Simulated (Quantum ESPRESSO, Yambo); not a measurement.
# A GW chain in Yambo: SiC (Moissanite), part 3 of 3

Wanted: ground state, empty states, screening and self-energy for SiC (Moissanite).

Quantum ESPRESSO 7.5 and Yambo 5.3.0; PBE and many-body steps on it, plane waves. Known limits of the many-body steps: not at the basis limit; coarse k mesh.

So far. Step 3 (Bands along the symmetry lines): The gap is 2.012 eV, −0.005 eV from the run before at this level. Step 4 (Empty states on the mesh, 6×6×1 mesh, 542 bands): On this mesh the gap is 2.017 eV.

## 5. Conversion and set-up

This step: Yambo 5.3.0; conversion and set-up on PBE, plane waves, norm-conserving pseudopotentials.

The states are converted to the many-body program's format and the q mesh is built.

On the command line:

```sh
> (cd o/x.save; p2y > p2y.log; mv SAVE ../..); yambo > setup.log
```

Log:

```text
 Yambo, version 5.3.0

 [02] CORE Variables Setup
 =========================

  [02.01] Unit cells
  ==================

  Cell kind             :  HCP
  Atoms in the cell     :  Si  C
  number of Si atoms    :   6
  number of C  atoms    :   6

  List of atomic masses
  Mass of Si    :  28.08500
  Mass of C     :  12.01100

  List of atomic coordinates    : [cc]
  Si1       :  0.000000  0.000000  0.000000  order 1
  Si2       :   0.00000   0.00000  14.29086  order 2
  Si3       : -0.29111E-09   3.3615       4.7560      order 3
  Si4       :   2.91112   1.68074  19.04686  order 4
  Si5       :  2.911123  1.680738  9.514858  order 5
  Si6       : -0.29111E-09   3.3615       23.806      order 6
  C1       : -0.29111E-09   3.3615       1.1776      order 7
  C2       :   2.91112   1.68074  15.46843  order 8
  C3       :  2.911123  1.680738  5.945000  order 9
  C4       : -0.29111E-09   3.3615       20.236      order 10
  C5       :   0.00000   0.00000  10.70672  order 11
  C6       :   0.00000   0.00000  24.99758  order 12

  Alat factors          :   5.82225   5.04221  28.58173 [a.u.]
  Direct lattice volume :  839.0740 [a.u.]
  Direct lattice vectors:  A[ 1 ]  A[ 2 ]  A[ 3 ]
   A[ 1 ]:  1.000000 -0.000000  0.000000  [iru]
   5.822246 -0.000000  0.000000  [cc]
   A[ 2 ]: -0.500000  1.000000  0.000000  [iru]
  -2.911123  5.042213  0.000000  [cc]
   A[ 3 ]:  0.000000  0.000000  1.000000  [iru]
    0.00000   0.00000  28.58173  [cc]

  Recip. lattice volume :  0.295624 [a.u.]
  Recip. lattice vectors:  B[ 1 ]  B[ 2 ]  B[ 3 ]
   B[ 1 ]:  1.000000  0.500000  0.000000  [iku]
   1.079169  0.623058 -0.000000  [cc]
   B[ 2 ]:  0.000000  1.000000  0.000000  [iku]
   0.000000  1.246117 -0.000000  [cc]
   B[ 3 ]:  0.000000  0.000000  1.000000  [iku]
  -0.000000 -0.000000  0.219832  [cc]

  [02.02] Symmetries
  ==================

  Inversion symmetry    : yes
  Spatial inversion     : no
  Inversion index       :   7
  K-space Time-reversal : yes
  Magnetic symmetries   : no
  Time-reversal derived K-space symmetries:   7  12
  Group table correct   : yes
  Symmetries units      :  [cc]

   [S  1]:   1.0000       0.0000       0.0000     -0.31115E-16   1.0000       0.0000       0.0000       0.0000       1.0000
   [S  2]: -0.500000  0.866025  0.000000 -0.866025 -0.500000  0.000000  0.000000  0.000000  1.000000
   [S  3]: -0.500000 -0.866025  0.000000  0.866025 -0.500000  0.000000  0.000000  0.000000  1.000000
   [S  4]:  -1.0000       0.0000       0.0000      0.31115E-16   1.0000       0.0000       0.0000       0.0000       1.0000
   [S  5]:  0.500000  0.866025  0.000000  0.866025 -0.500000  0.000000  0.000000  0.000000  1.000000
   [S  6]:  0.500000 -0.866025  0.000000 -0.866025 -0.500000  0.000000  0.000000  0.000000  1.000000
   [S* 7]:  -1.0000      -0.0000      -0.0000      0.31115E-16  -1.0000      -0.0000      -0.0000      -0.0000      -1.0000
[...]
K/Q-points units:
  rlu = crystal or reduced units; cc = cartesian coordinates; iku = interal k-units

  K [1]          [rlu]:  0.000000  0.000000  0.000000
         WF components:   8941
  K [2]          [rlu]:  0.000000  0.166667  0.000000
         WF components:   8976
  K [3]          [rlu]:  0.000000  0.333333  0.000000
         WF components:   9014
  K [4]          [rlu]:  0.000000 -0.500000  0.000000
         WF components:   9034
  K [5]          [rlu]:  0.166667  0.166667  0.000000
         WF components:   9010
  K [6]          [rlu]:  0.166667  0.333333  0.000000
         WF components:   9055
  K [7]          [rlu]:  0.333333  0.333333  0.000000
         WF components:   9084

  [02.05] Energies & Occupations
  ==============================

  [X] === General ===
  [X] Electronic Temperature                        :  0.000000  0.000000 [eV K]
  [X] Bosonic    Temperature                        :  0.000000  0.000000 [eV K]
  [X] Finite Temperature mode                       : no
  [X] El. density                                   :  0.38604E+24 [cm-3]
  [X] Fermi Level                                   :  9.528320 [eV]

  [X] === Gaps and Widths ===
  [X] Conduction Band Min                           :  2.016740 [eV]
  [X] Valence Band Max                              :  0.000000 [eV]
  [X] Filled Bands                                  :  24
  [X] Empty Bands                                   :    25   542
  [X] Direct Gap                                    :  3.123141 [eV]
  [X] Direct Gap localized at k                     :   4
  [X] Indirect Gap                                  :  2.016740 [eV]
  [X] Indirect Gap between kpts                     :   1   4
  [X] Last valence band width                       :  2.077945 [eV]
  [X] 1st conduction band width                     :  3.147621 [eV]

  E @ K [1]:  [eV]
  -15.45523 -14.94927 -14.88428 -13.42485 -13.36216 -11.89786  -8.58747  -6.25180
[...]
occ @ K [1]
[...]
E @ K [2]:  [eV]
[...]
occ @ K [2]
[...]
E @ K [3]:  [eV]
[...]
occ @ K [3]
[...]
E @ K [4]:  [eV]
[...]
occ @ K [4]
[...]
E @ K [5]:  [eV]
[...]
occ @ K [5]
[...]
E @ K [6]:  [eV]
[...]
occ @ K [6]
[...]
E @ K [7]:  [eV]
[...]
occ @ K [7]
[...]
0.000000  0.000000  0.000000  0.000000  0.000000  0.000000  0.000000  0.000000
   0.000000  0.000000  0.000000  0.000000  0.000000  0.000000  0.000000  0.000000

 [03] Transferred momenta grid and indexing
 ==========================================

 IBZ Q-points                                      :   7
 BZ  Q-points                                      :   36

 K/Q-points units:
 rlu = crystal or reduced units; cc = cartesian coordinates; iku = interal k-units

 Q [1]          [rlu]:  0.000000  0.000000  0.000000
 Q [2]          [rlu]: -0.59880E-17  0.16667       0.0000
 Q [3]          [rlu]: -0.11976E-16  0.33333       0.0000
 Q [4]          [rlu]:  0.17964E-16 -0.50000       0.0000
 Q [5]          [rlu]:  0.166667  0.166667  0.000000
 Q [6]          [rlu]:  0.166667  0.333333  0.000000
 Q [7]          [rlu]:  0.333333  0.333333  0.000000

  [03.01] X indexes
  =================

   [03.01.01] Sigma indexes
   ========================

 [06] Game Over & Game summary
```

Elapsed: 3.6 s, on 1 MPI rank of Arm Neoverse V1, shared host; peak memory 0.24 GiB.

## 6. Screening and self-energy, 6×6×1 mesh, 235 bands, screening to 136.1 eV

Now the one-shot GW correction: screening in the RPA, then the self-energy of the levels asked for.

This step: G0W0 on PBE, plane waves, norm-conserving pseudopotentials.

Input file gw2.in:

```
HF_and_locXC
gw0
dyson
ppa
em1d
rim_cut
RandQpts= 1000000
RandGvec= 1 RL
EXXRLvcs= 74 Ry
VXCRLvcs= 296 Ry
Chimod= "HARTREE"
% BndsRnXp
 1 | 235 |
%
NGsBlkXp= 10 Ry
% LongDrXp
 1 | 1 | 1 |
%
% GbndRnge
 1 | 235 |
%
DysSolver= "n"
ExtendOut
PPAPntXp= 27.21138 eV
% QPkrange
 1 | 1 | 23 | 26 |
 4 | 4 | 23 | 26 |
%
```

On the command line:

```sh
> OMP_NUM_THREADS=2 mpirun -n 2 yambo -F gw2.in -J gw2 -C gw2 > gw2.log
```

Log:

```text
 Yambo, version 5.3.0

 [02] CORE Variables Setup
 =========================

  [... cell, symmetries and grids as in the set-up ...]

  [02.05] Energies & Occupations
  ==============================

  [X] === General ===
  [X] Electronic Temperature                        :  0.000000  0.000000 [eV K]
  [X] Bosonic    Temperature                        :  0.000000  0.000000 [eV K]
  [X] Finite Temperature mode                       : no
  [X] El. density                                   :  0.38604E+24 [cm-3]
  [X] Fermi Level                                   :  9.528320 [eV]

  [X] === Gaps and Widths ===
  [X] Conduction Band Min                           :  2.016740 [eV]
  [X] Valence Band Max                              :  0.000000 [eV]
  [X] Filled Bands                                  :  24
  [X] Empty Bands                                   :    25   542
  [X] Direct Gap                                    :  3.123141 [eV]
  [X] Direct Gap localized at k                     :   4
  [X] Indirect Gap                                  :  2.016740 [eV]
  [X] Indirect Gap between kpts                     :   1   4
  [X] Last valence band width                       :  2.077945 [eV]
  [X] 1st conduction band width                     :  3.147621 [eV]

 [03] Transferred momenta grid and indexing
 ==========================================

 IBZ Q-points                                      :   7
 BZ  Q-points                                      :   36

 K/Q-points units:
 rlu = crystal or reduced units; cc = cartesian coordinates; iku = interal k-units

 Q [1]          [rlu]:  0.000000  0.000000  0.000000
 Q [2]          [rlu]: -0.59880E-17  0.16667       0.0000
 Q [3]          [rlu]: -0.11976E-16  0.33333       0.0000
 Q [4]          [rlu]:  0.17964E-16 -0.50000       0.0000
 Q [5]          [rlu]:  0.166667  0.166667  0.000000
 Q [6]          [rlu]:  0.166667  0.333333  0.000000
 Q [7]          [rlu]:  0.333333  0.333333  0.000000

 [04] Coloumb potential Random Integration (RIM)
 ===============================================

  [04.01] RIM initialization
  ==========================

  * Diagonal components only detected *

  8 x (sBL volume)        :  0.065694 [a.u.]
  sBZ random points       :  1000000
  Points outside the sBZ  :   7993074
  RL volume               :  0.295624 [a.u.]
  Integrated volume       :  0.295880 [a.u.]

  [04.02] RIM integrals
  =====================

  Gamma point sphere radius             :  0.073191 [a.u.]
  Points outside the sphere             :   799491
  [Int_sBZ(q=0) 1/q^2]*(Vol_sBZ)^(-1/3) =:  7.699861
                                 should be <:  7.795600

  Summary of Coulomb integrals for non-metallic bands |Q|[au] RIM/Bare

  Q [1] 0.100000E-4 0.987719 * Q [2] 0.207686 1.035382
  Q [5] 0.359723 1.014582 * Q [3] 0.415372 1.011323
  Q [6] 0.549486 1.006889 * Q [4] 0.623058 1.006049
  Q [7] 0.719446 1.004351

 [WARNING] [Xp] User bands 1-235 break level degeneracy

 [05] Dipoles
 ============

  [05.01] Setup: observables and procedures
  =========================================

  [WARNING] [x,Vnl] slows the Dipoles computation. To neglect it rename the ns.kb_pp file

 [06] Dynamic Dielectric Matrix (PPA)
 ====================================

 [WR./gw2//ndb.pp]---------------------------------------------------------------
  Brillouin Zone Q/K grids (IBZ/BZ)                :    7   36    7   36
  RL vectors                                       :  11311 [WF]
  Coulomb cutoff potential                         : none
  Electronic Temperature                           :  0.000000 [K]
  Bosonic    Temperature                           :  0.000000 [K]
  PPA    diel. fun.  energies                      : Perdew, Burke & Ernzerhof(X)+Perdew, Burke & Ernzerhof(C)
  wavefunctions                                    : Perdew, Burke & Ernzerhof(X)+Perdew, Burke & Ernzerhof(C)
  Global Gauge                                     : length
  X matrix size                                    :   431
  X band range                                     :    1  235
  X e/h energy range                               : -1.000000 -1.000000 [eV]
  X Time ordering                                  : R
  X Hxc Kernel                                     : HARTREE
  X Drude frequency                                :  0.000000  0.000000
  X poles                                          :  100.0000 [o/o]
  RL vectors in the sum                            :  11311
  [r,Vnl] included                                 : yes
  Field direction                                  :  0.577350E-5  0.577350E-5  0.577350E-5
  BZ energy Double Grid                            : no
  BZ energy DbGd points                            : 0
  BZ Q point size factor                           : -1.000000
  X Optical Averaged directions                    : none

 [07] Local Exchange-Correlation + Non-Local Fock
 ================================================

 [VXC] Plane waves :   72085
 [EXS] Plane waves :   8953

 QP @ state[ 1 ] K range:  1  1
 QP @ state[ 1 ] b range:  23  26
 QP @ state[ 2 ] K range:   4   4
 QP @ state[ 2 ] b range:  23  26

 [xc] Functional : Perdew, Burke & Ernzerhof(X)+Perdew, Burke & Ernzerhof(C)
 [xc] LIBXC used to calculate xc functional
  PP Number of Atomic Species                      :  2
  NLCC RL compoments                               :   72085
  PP Number of Atomic Species                      :  2
  NLCC RL compoments                               :   72085

 [xc] E_xc :  -18.27642 [Ha]
      E_xc :  -36.55284 [Ry]

  Local XC kind (lXC) : Perdew, Burke & Ernzerhof(X)+Perdew, Burke & Ernzerhof(C)
  Non-Local XC kind (nlXC) : Hartree-Fock

  Corrections @ K [1] :  [eV]
 <23|nlXC|23> = -17.32276 -0.20344E-17 <23|lXC|23> = -14.95422 -0.18882E-15
 <24|nlXC|24> = -17.32275 -0.10739E-16 <24|lXC|24> = -14.95422  0.75527E-15
 <25|nlXC|25> = -6.944283  0.15263E-17 <25|lXC|25> = -12.14735  0.000000
 <26|nlXC|26> = -6.855815  0.72773E-19 <26|lXC|26> = -12.09673 -0.18882E-15

  Corrections @ K [4] :  [eV]
 <23|nlXC|23> = -16.70559  0.13716E-17 <23|lXC|23> = -13.90584 -0.25077E-16
 <24|nlXC|24> = -17.33410  0.85758E-17 <24|lXC|24> = -14.49916 -0.20652E-16
 <25|nlXC|25> = -6.763821  0.21462E-18 <25|lXC|25> = -10.92842  0.70806E-16
 <26|nlXC|26> = -6.504908  0.53585E-17 <26|lXC|26> = -10.77706  0.23602E-16

 [08] Dyson equation: Newton solver
 ==================================

  [08.01] G0W0 (W PPA)
  ====================

  [  GW  ] Bands range     :    1  235
  [GW/PPA] G damping       :  0.100000 [eV]

  QP @ state[ 1 ] K range:  1  1
  QP @ state[ 1 ] b range:  23  26
  QP @ state[ 2 ] K range:   4   4
  QP @ state[ 2 ] b range:  23  26

   Sc/G bands                                       :    1  235
   Sc/G damping                                     :  0.100000 ev
   Sc bands terminator                              : no
   Sx RL components                                 :   8953

   QP @ state[ 1 ] K range                          :  1  1
   QP @ state[ 1 ] b range                          :  23  26
   QP @ state[ 2 ] K range                          :   4   4
   QP @ state[ 2 ] b range                          :  23  26
   GF energies kind                                 : Perdew, Burke & Ernzerhof(X)+Perdew, Burke & Ernzerhof(C)
   GF WF`s kind                                     : Perdew, Burke & Ernzerhof(X)+Perdew, Burke & Ernzerhof(C)
   Xs energies kind                                 : Perdew, Burke & Ernzerhof(X)+Perdew, Burke & Ernzerhof(C)
   Xs WF`s kind                                     : Perdew, Burke & Ernzerhof(X)+Perdew, Burke & Ernzerhof(C)

 [11] Game Over & Game summary
```

Run time: 10 min. Hardware: 2 MPI ranks; peak memory 1.3 GiB; 36 min of CPU time.

This step gave:

```yaml
g0w0_gap_on_the_points_computed: 2.620 eV
starting_gap_on_the_mesh: 2.017 eV
k_of_the_valence_top: 0, 0, 0
k_of_the_conduction_bottom: 0, -0.5, 0
least_direct_g0w0_gap_on_the_computed_points: 3.886 eV
z_at_the_valence_top: 0.8006
z_at_the_conduction_bottom: 0.8232
```

The gap on the mesh goes from 2.02 eV to 2.62 eV, a correction of +0.60 eV.

Limits: finite bands, cutoff and mesh; coarse k mesh. v1 is the top filled band, c1 the lowest empty one. The levels before and after the correction (eV, zero at the valence-band top of each column):

```
           conduction bottom  valence top
Kohn-Sham               2.02         0.00
     G0W0               2.62         0.00
```

```
                   level  energy (eV)
Kohn-Sham        Γ v2-v1        0.000
Kohn-Sham           Γ c1        5.164
Kohn-Sham           Γ c2        5.336
Kohn-Sham  (0 -0.5 0) v2       -1.662
Kohn-Sham  (0 -0.5 0) v1       -1.106
Kohn-Sham  (0 -0.5 0) c1        2.017
Kohn-Sham  (0 -0.5 0) c2        2.207
     G0W0        Γ v2-v1        0.000
     G0W0           Γ c1        5.976
     G0W0           Γ c2        6.140
     G0W0  (0 -0.5 0) v2       -1.871
     G0W0  (0 -0.5 0) v1       -1.266
     G0W0  (0 -0.5 0) c1        2.620
     G0W0  (0 -0.5 0) c2        2.808
```

## 7. Where the time went

Times are wall times on the hardware named with each run. The host was busy with other work, so they are no guide to cost.

```
                          step     time  share  memory (GiB)
                  ground state     38 s    4 %          0.52
bands along the symmetry lines     43 s    5 %          0.41
      empty states on the mesh  3.2 min   22 %           2.0
         conversion and set-up    3.6 s    0 %          0.24
     screening and self-energy   10 min   69 %           1.3
```

## 8. What came out

```yaml
pbe_gap: 2.01 eV, indirect
g0w0_gap_on_the_mesh: 2.62 eV
gw_settings: 6×6×1 mesh, 235 bands, screening to 136.1 eV, Godby-Needs plasmon pole
known_limits: not at the basis limit; coarse k mesh
```

**Reading.** G0W0 moves the gap on the mesh from 2.02 eV to 2.62 eV (+0.60 eV), with Z of 0.80 and 0.82 at the edges. Only 2 of the mesh's irreducible points were corrected, so a valley elsewhere could overtake. The dearest step here is «screening and self-energy». Against experiment, by G0W0@PBE: the gap of 2.62 eV lies −0.41 eV from the measured 3.03 eV (indirect, quoted 2018); the gap of 2.62 eV lies −0.40 eV from the measured 3.02 eV (kind not stated, quoted 2020); the gap of 2.62 eV lies −0.38 eV from the measured 3 eV (optical, 2017). An exciton line or allowed optical edge lies below the quasiparticle gap by the binding energy; a forbidden edge can push the onset above it. The calculation has static nuclei and no excitons; a measured gap holds zero-point and thermal motion, which mostly lowers it. Bands and cutoff are finite, so the gap is not at the basis limit. The miss can reach some tenths of an eV and take either sign; the mesh is an error of its own. In the G0W0 run levels were corrected at 2 k points alone, so a gap called «on the mesh» is the least over those, and an edge elsewhere would be missed. The 6×6×1 mesh is coarse for this cell, which bears on the long-range parts of exchange and screening.

[Paths, hosts, dates, memory and timing lines, banners, echoed tables and standing remarks are left out of the program output.]

[Logs are printed without paths, hosts, clocks, repeated set-up lines and the standing remarks that a program may print on its own settings, such as how far it seeks lower states.]

[Runs of the session that timed out or met a known fault of the program may be left out.]

[Hosts, paths, dates, database ids (printed as entryN), source tags and the programs' standing remarks are cut or masked in the printed files.]
